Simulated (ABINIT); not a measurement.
Runs of ABINIT 10.8.3 (patched build) on NaCl. It takes space group Fm-3m (No. 225, cubic). The conventional cell has a = 5.588 Å, b = 5.588 Å, c = 5.588 Å, α = 90.00°, β = 90.00°, γ = 90.00°. Cl (site symmetry m-3m) is surrounded by 6 Na at 2.79 Å. Na (site symmetry m-3m) has 6 Cl at 2.79 Å as nearest neighbours. The cell is a database's computed one.

| task | level | potentials or basis | k mesh | cutoff (eV) | fine-grid cutoff | gap on the mesh (eV) | pressure (GPa) |
| --- | --- | --- | --- | --- | --- | --- | --- |
| single point | LDA | JTH PAW LDA v2.0 | 5 × 5 × 5 | 1225 | 1836.77 eV | 4.79 | -1.7 |
| band structure | WC | JTH PAW PBE v2.0 | 8 × 8 × 8 | 1088 | 1687.11 eV | 5.07 | 0.6 |
| band structure | BLYP | JTH PAW PBE v2.0 | 8 × 8 × 8 | 1088 | 1687.11 eV | 5.25 | 2.7 |
| single point | r2SCAN | JTH PAW PBE v2.0 | 5 × 5 × 5 | 1306 | 1959.22 eV | 6.01 | 0.4 |
| band structure | revPBE | JTH PAW PBE v2.0 | 8 × 8 × 8 | 1088 | 1687.11 eV | (a) | (b) |

Alike in all rows: no spin polarisation; cell as given; smearing fermi-dirac 0.05 eV.

Estimate the missing entries.

(a) 5.48; (b) 3.4.

Caveats: the PAW data sets were made with another functional, which shifts forces and pressure a little (some runs).

